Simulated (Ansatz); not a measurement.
# InP: frozen-core PAW against all-electron methods

```
In P
1.0
    -0.05710    2.82645    2.82645
     2.82645   -0.05710    2.82645
     2.82645    2.82645   -0.05710
In P
1 1
Direct
  0.00000 0.00000 0.00000
  0.50000 0.50000 0.50000
```

Atoms are numbered in the order listed.

The geometry is COD entry 1538565, unchecked; take it as a test cell. The listed cell was then made from it by scaling, straining or moving an atom.

Spin–orbit coupling is left out, though it moves levels of the heavy atoms by tenths of an eV or more.

Methods: DFT, LDA, PAW with Ansatz's default frozen-core files, scalar-relativistic (Ansatz 0.2.0); DFT, LDA, all-electron LAPW, scalar-relativistic (Ansatz 0.2.0).

For PAW: a Γ-centred 11×11×11 k mesh, Fermi–Dirac smearing of 0.05 eV, cutoff 420 eV, no spin polarisation; the PAW files were made with PBE, and the program remakes their frozen cores for this functional. LAPW targets a basis error of 1 meV/atom. The Ansatz runs share mesh, smearing and spin set-up. Plane-wave (PAW) pressures include the program's estimate of the Pulay term.

Stress and pressure are positive in compression.

The change that made this cell: equal xy, yz and zx engineering shear strains of -2 %.

PAW results:

```tsv
quantity	PAW
pressure (GPa)	-9.64
stress yz (GPa)	0.56
stress xz (GPa)	0.56
stress xy (GPa)	0.56
```

(1) What does LAPW (all electrons) give for the same quantities?

Results:

(1) 
```
       quantity   LAPW
 pressure (GPa)  -9.62
stress yz (GPa)   0.56
stress xz (GPa)   0.56
stress xy (GPa)   0.56
```
